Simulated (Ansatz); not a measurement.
## CuAu in Ansatz: the effect of target pressure

CuAu:

```
CELL_PARAMETERS angstrom
2.81075 0.00000 0.00000
0.00000 2.81075 0.00000
0.00000 0.00000 3.68500
ATOMIC_POSITIONS crystal
Au 0.00000 0.00000 0.00000
Cu 0.50000 0.50000 0.50000
```

Alike in all runs:

| Item | Value |
| --- | --- |
| Program | Ansatz 0.2.0 |
| Task | relaxation of cell and atoms |
| Functional | r2SCAN |
| Potentials or basis | Ansatz PAW |
| Cutoff | 500 eV (not typed: the program's choice for these potentials) |
| k mesh | 9 × 9 × 7 |
| Occupations | fermi-dirac, width 0.05 eV |
| Spin | no spin polarisation |

Each run relaxes the cell or the atoms first.

```tsv
target pressure	relaxed volume (Å³/atom)
0 GPa	14.51
2 GPa	?
5 GPa	14.10
10 GPa	13.75
20 GPa	13.18
30 GPa	12.72
```

Problem. What does the run with target pressure 2 GPa give?

Solution. Relaxed volume 14.34 Å³/atom.

Worked out: In Murnaghan's law V^(-B') rises as a straight line in P. The other rows fit best with B' = 4.8, V0 = 14.51 Å³/atom and B0 = 164 GPa, which gives 14.34 Å³/atom at 2 GPa, against the run's 14.34.

Caveats: the plane-wave basis is chosen anew once the cell has moved, so the energies of steps on either side of that aren't comparable; the PAW data sets come from PBE, with cores solved anew for the run's functional, which leaves a small shift of forces and pressure.
